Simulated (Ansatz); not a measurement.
**How stiff is this cell of P?**

Cell: a COD entry whose atoms were relaxed with PBE, the cell held.

```yaml
crystal:
  lattice:
    - [5.50300, 0.00000, 0.00000]
    - [-1.99327, 10.70009, 0.00000]
    - [-1.88123, -1.26579, 10.78810]
  atoms:
    - { symbol: P, position: [0.07748, 0.99093, 0.67569] }
    - { symbol: P, position: [0.92252, 0.00907, 0.32431] }
    - { symbol: P, position: [0.58563, 0.17901, 0.54089] }
    - { symbol: P, position: [0.41437, 0.82099, 0.45911] }
    - { symbol: P, position: [0.17150, 0.05096, 0.18947] }
    - { symbol: P, position: [0.82850, 0.94904, 0.81053] }
    - { symbol: P, position: [0.77835, 0.37811, 0.55989] }
    - { symbol: P, position: [0.22165, 0.62189, 0.44011] }
    - { symbol: P, position: [0.69046, 0.30306, 0.02434] }
    - { symbol: P, position: [0.30954, 0.69694, 0.97566] }
    - { symbol: P, position: [0.23865, 0.01411, 0.87565] }
    - { symbol: P, position: [0.76135, 0.98589, 0.12435] }
    - { symbol: P, position: [0.50213, 0.31794, 0.67775] }
    - { symbol: P, position: [0.49787, 0.68206, 0.32225] }
    - { symbol: P, position: [0.37326, 0.32286, 0.47788] }
    - { symbol: P, position: [0.62674, 0.67714, 0.52212] }
    - { symbol: P, position: [0.07852, 0.36668, 0.13007] }
    - { symbol: P, position: [0.92148, 0.63332, 0.86993] }
    - { symbol: P, position: [0.00782, 0.14570, 0.79974] }
    - { symbol: P, position: [0.99218, 0.85430, 0.20026] }
    - { symbol: P, position: [0.80282, 0.48999, 0.13471] }
    - { symbol: P, position: [0.19718, 0.51001, 0.86529] }
    - { symbol: P, position: [0.76336, 0.31783, 0.22882] }
    - { symbol: P, position: [0.23664, 0.68217, 0.77118] }
```

Atom numbers follow the list; atoms alike are taken as one site, whose name carries the number of the first.

All values are calculated (Ansatz; DFT, PBE, plane waves and PAW, scalar-relativistic, 420 eV cutoff, Γ-centred 6×3×3 k-points, Fermi–Dirac smearing 0.02 eV), not measured.

The cell is stretched along z (the third Cartesian axis of the run's cell), x and y held, and the ions relax again each time. Tension counts as positive.

| strain along z (%) | stress along z (GPa) | stress along x (GPa) | gap on the k-mesh (eV) |
| --- | --- | --- | --- |
| -3 | -1.3 | -1.2 | 2.81 |
| -2 | -1.2 | -1.1 | 2.87 |
| -1 | -1.0 | -1.1 | 2.89 |
| 0 | -0.9 | -1.0 | 2.93 |
| +1 | -0.8 | -0.9 | 3.00 |
| +2 | -0.7 | -0.9 | 3.01 |
| +3 | ? | ? | ? |

Q: Estimate the row at +3 % from the others.

A: stress along z (GPa): -0.7; stress along x (GPa): -0.8; gap on the k-mesh (eV): 3.05. Worked: parabolas through the other 6 rows give -0.7 and -0.8 GPa at +3 %. Their slopes at zero strain are 10 GPa (the stiffness along z) and 6 GPa (the coupling of z to x). The gap opens by 53 meV per per cent of stretch between the rows next to zero strain; the parabola gives 3.05 eV for the withheld row.

PBE gaps are too small, by a third to a half in many semiconductors; their changes with strain are better.

All values belong to this cell and structure model.
